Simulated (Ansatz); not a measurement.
**Fe2Si: single point with PBEsol**

The system is Fe2Si.

```xyz
3
Lattice="-1.3475 1.3475 4.4526 1.3475 -1.3475 4.4526 1.3475 1.3475 -4.4526" Properties=species:S:1:pos:R:3 pbc="T T T"
Fe    0.0000    0.0000    5.8807
Fe    0.0000    0.0000    3.0245
Si    0.0000    0.0000    0.0000
```

The cell comes from a database or a generator and needn't be the stable form of this composition.

| Quantity | Value |
| --- | --- |
| Program | Ansatz 0.2.0 |
| Task | single point |
| Functional | PBEsol |
| Potentials or basis | Ansatz PAW |
| Cutoff | 420 eV (not typed: the program's choice for these potentials) |
| k mesh | 11 × 11 × 11 |
| Occupations | fermi-dirac, width 0.05 eV |
| Spin | collinear spin, ferromagnetic start |
| Starting moments | [0.75, 0.75, 0.0] μB |
| Fixed moment | 1.5 μB |

```json
{"Pressure": "-11.2 GPa", "Largest force": "0.134 eV/Å", "Net moment": "1.50 μB per cell", "Absolute moment": "1.74 μB per cell", "Site moments": "Fe +0.80; Si -0.04 μB"}
```

Forces on the atoms (eV/Å):
```
Fe   0.000  0.000 -0.134
Fe   0.000  0.000  0.134
Si   0.000  0.000  0.000
```

Stress tensor (GPa, compression positive):
```
-10.60   0.00   0.00
  0.00 -10.60   0.00
  0.00   0.00 -12.25
```

It took 12 s on 2 threads of Arm Neoverse V1, on a shared host, peak memory 0.43 GiB.

Caveat: the total moment is fixed, so each spin has its own Fermi level; the PAW data sets come from PBE, with cores solved anew for the run's functional, which leaves a small shift of forces and pressure; the thresholds are loose for stress.
